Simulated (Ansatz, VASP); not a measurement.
## BN in VASP and in Ansatz

```
B N
1.0
     2.48000    0.00000    0.00000
    -1.24000    2.14774    0.00000
     0.00000    0.00000   26.00000
B N
1 1
Cartesian
  0.0000 0.0000 13.2855
  1.2400 0.7159 12.7145
```

Alike in both runs: task single point; functional PBE; dispersion D3(BJ); k mesh 12 × 12 × 1; occupations gaussian, width 0.02 eV; no spin polarisation.

|  | VASP | Ansatz |
| --- | --- | --- |
| version | VASP 6.6.1 | Ansatz 0.2.0 |
| potentials or method | VASP PAW PBE potentials, release 64 (B, N) | scalar-relativistic, plane waves, PAW |
| plane-wave cutoff (eV) | 520 | 420 |
| valence electrons in the cell | 8 | 8 |

|  | VASP | Ansatz | Ansatz less VASP |
| --- | --- | --- | --- |
| gap on the k mesh at the Fermi level (eV) | 1.22 | 1.21 | -0.007 |
| least direct gap on the mesh (eV) | 1.22 | 1.21 | -0.007 |
| rms of the force components (eV/Å) | 4.767 | 4.776 | +0.0089 |

Atom by atom the forces differ by 0.009 eV/Å (rms over components).

As with any semilocal functional, this PBE gap is likely too small.
